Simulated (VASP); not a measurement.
Here is a VASP 6.6.1 calculation.

File INCAR:

```
  PREC = Accurate
  ENCUT = 600
  EDIFF = 1E-7
  ISMEAR = 1
  SIGMA = 0.1
  LREAL = False
  LASPH = True
  NELM = 80
  ALGO = Normal
  ISIF = 4
  LWAVE = False
  LCHARG = False
  GGA = PS
  IBRION = 2
  NSW = 40
  EDIFFG = -0.01
  KPAR = 2
```

File KPOINTS:

```
regular mesh
0
Gamma
  10 10 10
```

Contents of POSCAR:

```
BaTiO3                                  
1.0
    3.9599512670      0.0000000000      0.0000000000
    0.0000000000      2.8410273976      2.8523129487
    0.0000000000     -2.8410273976      2.8523129487
  Ba              Ti              O             
     1     1     3
Direct
     0.0000000000000000    0.0068107302017602    0.0068107302017602
     0.5000000000000000    0.5208048121548586    0.5208048121548586
     0.0000000000000000    0.4914929918453705    0.4914929918453705
     0.5000000000000000    0.4940483619510929    0.9837231038469222
     0.5000000000000000    0.9837231038469222    0.4940483619510929
```

Potentials or basis: VASP PAW PBE potentials, release 64 (Ba_sv, Ti_sv, O).

Command:

```console
$ cat potpaw_PBE.64/Ba_sv/POTCAR potpaw_PBE.64/Ti_sv/POTCAR potpaw_PBE.64/O/POTCAR > POTCAR
$ mpirun -np 2 vasp_std > vasp.out
```

Question: Estimate the band gap on the k mesh.

Answer: 2.10 eV, indirect (least direct gap 2.48 eV).

Forces on the atoms (eV/Å):
```
Ba   0.000  0.000 -0.001
Ti   0.000  0.000 -0.002
O    0.000  0.000 -0.001
O    0.000 -0.001  0.002
O    0.000  0.001  0.002
```

Caveat: the relaxation stopped at its first step, so nothing moved; the PAW data sets were made with another functional, which shifts forces and pressure a little; spin-orbit coupling is left out, which moves the levels of the heavy elements. A k mesh can miss the band edges.
